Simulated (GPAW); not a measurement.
Set up this calculation in GPAW 26.7.0, as an ASE script.

```
Task                : band structure
Functional          : LDA
Potentials or basis : the program's PAW data sets (release 1.2.1) made for this functional
Cutoff              : 800 eV
Basis               : pw
k mesh              : 13 × 13 × 13
Occupations         : fermi-dirac, width 0.05 eV
Spin                : no spin polarisation
Maxiter             : 150
Band path           : GXWKGLUWLK,UX
Band points         : 100
```

BN:

```xyz
2
Lattice="0.0000 1.8130 1.8130 1.8130 0.0000 1.8130 1.8130 1.8130 0.0000" Properties=species:S:1:pos:R:3 pbc="T T T"
N     0.9065    0.9065    0.9065
B     0.0000    0.0000    0.0000
```

The cell is a database's computed one.

These files were run (other wordings do the same):

run.py

```python
from ase import Atoms
from ase.dft.bandgap import bandgap
from ase.io import write
from ase.units import GPa
from gpaw import GPAW, PW

atoms = Atoms(['N', 'B'],
              cell=[[0.0, 1.813001, 1.813001],
                    [1.813001, 0.0, 1.813001],
                    [1.813001, 1.813001, 0.0]],
              scaled_positions=[[0.25, 0.25, 0.25],
                                [0.0, 0.0, 0.0]],
              pbc=True)

calc = GPAW(mode=PW(800),
            xc='LDA',
            kpts={'size': (13, 13, 13), 'gamma': True},
            occupations={'name': 'fermi-dirac', 'width': 0.05},
            nbands=11,
            convergence={'density': 1e-05, 'energy': 1e-05},
            maxiter=150,
            txt='gpaw.txt')
atoms.calc = calc
energy = atoms.get_potential_energy()
forces = atoms.get_forces()
stress = atoms.get_stress()
calc.write('gs.gpw')
write('result.traj', atoms)
print(f'Energy: {energy:.6f} eV')
print('Forces (eV/A):')
print(forces.round(4))
print('Stress (GPa):', (stress / GPa).round(3))
print('Fermi level:', round(calc.get_fermi_level(), 4), 'eV')
print(f'Gap: {bandgap(calc)[0]:.4f} eV, direct: {bandgap(calc, direct=True)[0]:.4f} eV')

path = atoms.cell.bandpath('GXWKGLUWLK,UX', npoints=100, eps=1e-4)
bs_calc = calc.fixed_density(kpts=path, symmetry='off', nbands=18,
                             convergence={'bands': 'CBM+6.0', 'eigenstates': 1e-6}, txt='bands.txt')
bs = bs_calc.band_structure()
bs.write('bs.json')
print(f'Gap on the path: {bandgap(bs_calc)[0]:.4f} eV')
```

Potentials or basis: the program's PAW data sets (release 1.2.1) made for this functional, pw.

Run with:

```bash
$ OMP_NUM_THREADS=1 python run.py
```

It gave:

```json
{
  "Pressure": "-15.5 GPa",
  "Band gap on the k mesh": "4.42 eV, indirect (least direct gap 8.65 eV)",
  "Band gap along the path": "4.35 eV, indirect (least direct gap 8.65 eV)"
}
```

Caveat: so large a pressure means that the cell lies far from this level's equilibrium, or that cutoff or potentials fall short.

Run time: 27 s on 1 thread of Arm Neoverse V1, on a shared host, peak memory 0.19 GiB.
